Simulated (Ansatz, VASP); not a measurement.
Hf: VASP beside Ansatz

Contents of INCAR:

```
SYSTEM = Hf
ALGO = Normal ; EDIFF = 1E-7
ENCUT = 520 ; GGA = PS
ISIF = 2 ; ISMEAR = -1
LASPH = .TRUE. ; LCHARG = .FALSE.
LREAL = .FALSE. ; LWAVE = .FALSE.
NBANDS = 11 ; NELM = 80
PREC = Accurate ; SIGMA = 0.05
```

KPOINTS

```
k-points
0
G
  10 10 10
  0 0 0
```

POSCAR

```
Hf
1.0
    0.0000000000      2.1746811613      2.1746811613
    2.1746811613      0.0000000000      2.1746811613
    2.1746811613      2.1746811613      0.0000000000
Hf
1
Direct
    0.0000000000      0.0000000000      0.0000000000
```

File input.yaml:

```yaml
crystal:
  lattice:
    - [0.0, 2.1746811613, 2.1746811613]
    - [2.1746811613, 0.0, 2.1746811613]
    - [2.1746811613, 2.1746811613, 0.0]
  atoms:
    - { symbol: Hf, position: [0.0, 0.0, 0.0] }
hamiltonian:
  xc: pbesol
  pseudopotentials: { kind: paw }
kpoints:
  mp_grid: { grid: [10, 10, 10] }
scf:
  occupations: { method: fermi_dirac, width: 0.05 }
output:
  forces: true
  stress: true
  eigenvalues: true
```

Change from the starting cell: volume scaled by 0.94.

Alike in both runs: task single point; functional PBEsol; k mesh 10 × 10 × 10; occupations fermi-dirac, width 0.05 eV; no spin polarisation.

```csv
,VASP,Ansatz
version,VASP 6.6.1,Ansatz 0.2.0
potentials or method,"VASP PAW PBE potentials, release 64 (Hf_pv)",Ansatz PAW
plane-wave cutoff (eV),520,420
valence electrons in the cell,10,26
```

```csv
,VASP,Ansatz,Ansatz less VASP
gap on the k mesh at the Fermi level (eV),none,none,-
pressure (GPa),5.3,5.6,+0.37
```

A gap of «none» marks a metal or a gap that the smearing closes. The functional is the same, so the differences come from potentials, cutoffs and numerics. The two sets of potentials don't hold the same shells in valence.

Caveats: the PAW data sets were made with another functional, which shifts forces and pressure a little (VASP); the PAW data sets come from PBE, with cores solved anew for the run's functional, which leaves a small shift of forces and pressure (Ansatz). Spin-orbit coupling is left out, which matters for the levels of Hf.
